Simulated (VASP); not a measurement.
Runs of VASP 6.6.1 on Pb. Symmetry: Fm-3m, No. 225, cubic system. Conventional cell: a = 4.950 Å, b = 4.950 Å, c = 4.950 Å, α = 90.00°, β = 90.00°, γ = 90.00°. Around Pb (site symmetry m-3m) lie 12 Pb at 3.50 Å. 

```csv
task,level,cell,k mesh,cutoff (eV),smearing,gap on the mesh (eV),pressure (GPa),relaxed volume (Å³/atom)
relaxation of cell and atoms,PBE+D3,relaxed,9 × 9 × 9,600,fermi-dirac 0.05 eV,none,0.0,30.75
relaxation of cell and atoms,RPBE,relaxed,9 × 9 × 9,600,fermi-dirac 0.05 eV,none,0.0,(a)
band structure,BLYP,as given,9 × 9 × 9,520,fermi-dirac 0.05 eV,-,6.0,-
relaxation of cell and atoms,BEEF-vdW,relaxed,9 × 9 × 9,600,fermi-dirac 0.05 eV,none,0.0,33.02
```

Alike in all rows: potentials or basis VASP PAW PBE potentials, release 64 (Pb_d); no spin polarisation.

Question: Fill in the values left out.

Answer: (a) 33.15.

Caveats: the PAW data sets were made with another functional, which shifts forces and pressure a little (some runs); pairwise dispersion overbinds metals, which lowers pressure and volume (some runs).

A k mesh can miss the band edges, and the runs leave out spin-orbit coupling on Pb.

A gap of «none» marks a metal or a gap under the smearing width.

Not every run made on this cell is shown here.
